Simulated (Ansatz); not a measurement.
Crystal: BaZrO3.

```
Ba Zr O
1.0
     4.19134    0.00000    0.00000
     0.00000    4.19134    0.00000
     0.00000    0.00000    4.19134
Ba Zr O
1 1 3
Direct
  0.00000 0.00000 0.00000
  0.50000 0.50000 0.50000
  0.50000 0.50000 0.00000
  0.50000 0.00000 0.50000
  0.00000 0.50000 0.50000
```

- Program: Ansatz 0.2.0
- Task: relaxation of cell and atoms
- Functional: PBE
- Potentials or basis: Ansatz PAW
- Cutoff: 420 eV (not typed: the program's choice for these potentials)
- k mesh: 6 × 6 × 6
- Occupations: fermi-dirac, width 0.05 eV
- Spin: no spin polarisation

At the start: volume 14.73 Å³/atom.

**Question.** How do energy, volume and symmetry change on relaxing?

**Answer.** It ends after 7 steps and the volume is 15.11 Å³/atom (+2.6 %); space group Pm-3m (No. 221, to 0.05 Å).

The path:
| step | energy change (eV) | largest force (eV/Å) | volume (Å³) |
| --- | --- | --- | --- |
| 1 | 0.0000 | 0.0000 | 73.63 |
| 2 | -0.0082 | 0.0000 | 76.43 |
| 3 | -0.0169 | 0.0000 | 75.50 |
| 4 | -0.0171 | 0.0000 | 75.47 |
| 5 | -0.0238 | 0.0000 | 75.47 |
| 6 | -0.0237 | 0.0000 | 75.53 |
| 7 | -0.0238 | 0.0000 | 75.53 |

Final structure:
```xyz
5
Lattice="4.2272 0.0000 0.0000 0.0000 4.2272 0.0000 0.0000 0.0000 4.2272" Properties=species:S:1:pos:R:3 pbc="T T T"
Ba    0.0000    0.0000    0.0000
Zr    2.1136    2.1136    2.1136
O     2.1136    2.1136    0.0000
O     2.1136    0.0000    2.1136
O     0.0000    2.1136    2.1136
```

Caveat: the plane-wave basis is chosen anew once the cell has moved, so the energies of steps on either side of that aren't comparable; the pressure holds a Pulay correction of +0.5 GPa for the finite cutoff.
